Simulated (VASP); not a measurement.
Output of a VASP run:

OSZICAR:
```
...
DAV:   3    -0.646991624864E+02   -0.66528E+01   -0.66361E+01   600   0.561E+01
DAV:   4    -0.647564525860E+02   -0.57290E-01   -0.57278E-01   544   0.617E+00
DAV:   5    -0.647569081378E+02   -0.45555E-03   -0.45551E-03   600   0.538E-01    0.173E+00
DAV:   6    -0.615503721760E+02    0.32065E+01   -0.50550E-01   512   0.652E+00    0.129E+00
DAV:   7    -0.603871940546E+02    0.11632E+01   -0.52039E-01   532   0.584E+00    0.480E-01
DAV:   8    -0.612943128362E+02   -0.90712E+00   -0.36297E-01   484   0.658E+00    0.470E-01
DAV:   9    -0.611979402986E+02    0.96373E-01   -0.17592E-01   480   0.626E+00    0.241E-01
DAV:  10    -0.612989457612E+02   -0.10101E+00   -0.17501E-01   480   0.558E+00    0.102E-01
DAV:  11    -0.611440808908E+02    0.15486E+00   -0.86618E-02   480   0.472E+00    0.715E-02
DAV:  12    -0.611545226004E+02   -0.10442E-01   -0.15299E-02   520   0.205E+00    0.508E-02
DAV:  13    -0.611598343572E+02   -0.53118E-02   -0.40500E-03   480   0.101E+00    0.303E-02
DAV:  14    -0.611612834468E+02   -0.14491E-02   -0.15018E-03   500   0.570E-01    0.138E-02
DAV:  15    -0.611609868137E+02    0.29663E-03   -0.12286E-03   480   0.568E-01    0.108E-02
DAV:  16    -0.611610868752E+02   -0.10006E-03   -0.27650E-05   584   0.813E-02    0.801E-03
DAV:  17    -0.611614144134E+02   -0.32754E-03   -0.41956E-04   488   0.330E-01    0.234E-03
DAV:  18    -0.611614555941E+02   -0.41181E-04   -0.14620E-05   512   0.516E-02    0.943E-04
DAV:  19    -0.611614566613E+02   -0.10673E-05   -0.28642E-06   512   0.285E-02    0.580E-04
DAV:  20    -0.611614565699E+02    0.91419E-07   -0.76511E-07   340   0.149E-02
   1 F= -.61161457E+02 E0= -.61161457E+02  d E =-.611615E+02
       N       E                     dE             d eps       ncg     rms          rms(c)
DAV:   1    -0.611648267694E+02   -0.33701E-02   -0.78110E-02   484   0.186E+00    0.281E-01
DAV:   2    -0.611626334126E+02    0.21934E-02   -0.41453E-03   480   0.508E-01    0.125E-01
DAV:   3    -0.611620075390E+02    0.62587E-03   -0.25263E-03   492   0.362E-01    0.437E-02
DAV:   4    -0.611617812827E+02    0.22626E-03   -0.83534E-04   484   0.434E-01    0.165E-02
DAV:   5    -0.611619699577E+02   -0.18867E-03   -0.49717E-04   488   0.362E-01    0.903E-03
DAV:   6    -0.611619544034E+02    0.15554E-04   -0.10640E-04   480   0.156E-01    0.362E-03
DAV:   7    -0.611619258456E+02    0.28558E-04   -0.14254E-05   496   0.436E-02    0.172E-03
DAV:   8    -0.611619256318E+02    0.21378E-06   -0.39188E-06   496   0.320E-02
   2 F= -.61161926E+02 E0= -.61161926E+02  d E =-.469062E-03
       N       E                     dE             d eps       ncg     rms          rms(c)
DAV:   1    -0.611635045311E+02   -0.15787E-02   -0.39601E-02   484   0.132E+00    0.200E-01
DAV:   2    -0.611624105346E+02    0.10940E-02   -0.20911E-03   488   0.360E-01    0.889E-02
DAV:   3    -0.611621031549E+02    0.30738E-03   -0.12855E-03   488   0.259E-01    0.313E-02
DAV:   4    -0.611619712693E+02    0.13189E-03   -0.43255E-04   488   0.315E-01    0.117E-02
DAV:   5    -0.611620546516E+02   -0.83382E-04   -0.25744E-04   480   0.261E-01    0.646E-03
DAV:   6    -0.611620396824E+02    0.14969E-04   -0.57987E-05   488   0.116E-01    0.260E-03
DAV:   7    -0.611620218951E+02    0.17787E-04   -0.84426E-06   496   0.352E-02    0.119E-03
DAV:   8    -0.611620206419E+02    0.12532E-05   -0.19643E-06   464   0.226E-02    0.505E-04
DAV:   9    -0.611620204930E+02    0.14892E-06   -0.52826E-08   324   0.388E-03
   3 F= -.61162020E+02 E0= -.61162020E+02  d E =-.563923E-03
```

File OUTCAR:
```
------------------------ aborting loop because EDIFF is reached ----------------------------------------
  FORCE on cell =-STRESS in cart. coord.  units (eV):
  Direction    XX          YY          ZZ          XY          YZ          ZX
  --------------------------------------------------------------------------------------
  Total       -0.0005077     -0.0005077     -0.0005077      0.0000000     -0.0000000      0.0000000
  in kB       -0.0101817     -0.0101817     -0.0101817      0.0000000     -0.0000000      0.0000000
  external PRESSURE =      -0.0101817 kB  Pullay stress =       0.0000000 kB
  volume of cell :       79.89
      direct lattice vectors                 reciprocal lattice vectors
     4.306918916  0.000000000  0.000000000     0.232184543  0.000000000 -0.000000000
    -0.000000000  4.306918916  0.000000000    -0.000000000  0.232184543  0.000000000
     0.000000000  0.000000000  4.306918916    -0.000000000 -0.000000000  0.232184543
 POSITION                                       TOTAL-FORCE (eV/Angst)
 -----------------------------------------------------------------------------------
      0.00000      0.00000      0.00000         0.000000      0.000000      0.000000
      2.15346      2.15346      2.15346        -0.000000      0.000000      0.000000
 -----------------------------------------------------------------------------------
    total drift:                                0.000000      0.000000     -0.000000
  FREE ENERGIE OF THE ION-ELECTRON SYSTEM (eV)
  ---------------------------------------------------
  free  energy   TOTEN  =       -61.1620204930 eV

  energy  without entropy=      -61.1620204930  energy(sigma->0) =      -61.16202049

 reached required accuracy - stopping structural energy minimisation
```
(Selected blocks of OUTCAR.)

### POSCAR
```
CsBr
1
    4.2900000000     0.0000000000     0.0000000000
    0.0000000000     4.2900000000     0.0000000000
    0.0000000000     0.0000000000     4.2900000000
Cs Br
1 1
Direct
  0.0000000000   0.0000000000   0.0000000000
  0.5000000000   0.5000000000   0.5000000000
```

**Question.** Write an INCAR and KPOINTS that could have produced this output.

**Answer.** This is not unique; one that fits is the input of the run itself, SCAN meta-GGA, plane waves, VASP's PBE PAW potentials (set 64).

### KPOINTS
```
Automatic mesh
0
Gamma
6 6 6
0 0 0
```

INCAR:
```
ALGO  =  Normal
EDIFF  =  1E-6
EDIFFG  =  -0.01
ENCUT  =  520
IBRION  =  2
ISIF  =  3
ISMEAR  =  0
LASPH  =  .True.
LCHARG  =  .False.
LMAXMIX  =  4
LMIXTAU  =  .True.
LREAL  =  .False.
LWAVE  =  .False.
METAGGA  =  SCAN
NELM  =  100
NSW  =  60
PREC  =  Accurate
SIGMA  =  0.05
SYSTEM  =  CsBr
```

POTCAR, in this order: Cs_sv Br (PBE.64 set). Program: vasp_std.

The compound is CsBr in the CsCl type structure. This run relaxes it. Symmetry was kept, so distortions that lower it aren't found.
